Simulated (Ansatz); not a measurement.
Theory: Ansatz, DFT PBE, scalar-relativistic, plane waves, PAW. All cells share a 420 eV cutoff and Γ-centred k meshes spaced at most about 0.3 Å⁻¹ (about 0.25 or finer for metals, 2π included). No spin polarisation.

All energies are static (0 K, no zero-point motion).

Two relaxed structures of InH:

1.

```cif
data_structure
_symmetry_space_group_name_H-M 'P6/mmm'
_symmetry_Int_Tables_number 191
_cell_length_a 3.1690
_cell_length_b 3.1690
_cell_length_c 3.8953
_cell_angle_alpha 90.000
_cell_angle_beta 90.000
_cell_angle_gamma 120.000
_cell_volume 33.88
loop_
_atom_site_label
_atom_site_type_symbol
_atom_site_symmetry_multiplicity
_atom_site_Wyckoff_symbol
_atom_site_fract_x
_atom_site_fract_y
_atom_site_fract_z
_atom_site_occupancy
In1 In 1 b 0.00000 0.00000 0.50000 1
H1 H 1 a 0.00000 0.00000 0.00000 1
```

2.

```cif
data_structure
_symmetry_space_group_name_H-M 'Pmmn:1'
_symmetry_Int_Tables_number 59
_cell_length_a 3.6025
_cell_length_b 3.8358
_cell_length_c 4.9032
_cell_angle_alpha 90.000
_cell_angle_beta 90.000
_cell_angle_gamma 90.000
_cell_volume 67.75
loop_
_atom_site_label
_atom_site_type_symbol
_atom_site_symmetry_multiplicity
_atom_site_Wyckoff_symbol
_atom_site_fract_x
_atom_site_fract_y
_atom_site_fract_z
_atom_site_occupancy
In1 In 2 a 0.00000 0.00000 0.73121 1
H1 H 2 b 0.00000 0.50000 0.98036 1
```

Question: Which is lower in energy, and by how much?

Answer: Cell 1 is lower, by 30 meV/atom. Cell 1 has space group P6/mmm (No. 191), 16.9 Å³/atom and no gap on its mesh; cell 2 has space group Pmmn (No. 59), 16.9 Å³/atom and no gap. Counting H atoms around In (those within 1.25 times the shortest such distance or 1.15 times the sum of covalent radii), cell 1 has In 2 and cell 2 has In 4. Even the lower one lies +0.28 eV/atom against the reference forms of the elements (uncorrected), so neither is stable at this level. In cell 1, around In lie 2 H at 1.95 Å; around H lie 2 In at 1.95 Å. In cell 2, around In lie 4 H at 2.27–2.29 Å; H is surrounded by 4 In at 2.27–2.29 Å and 4 H at 2.64 Å. Both come from invented guesses.

For metals, differences of a few meV/atom aren't resolved. With hydrogen, zero-point motion can shift such differences by 10 meV/atom or more. Cells relaxed within their symmetry can be saddle points.
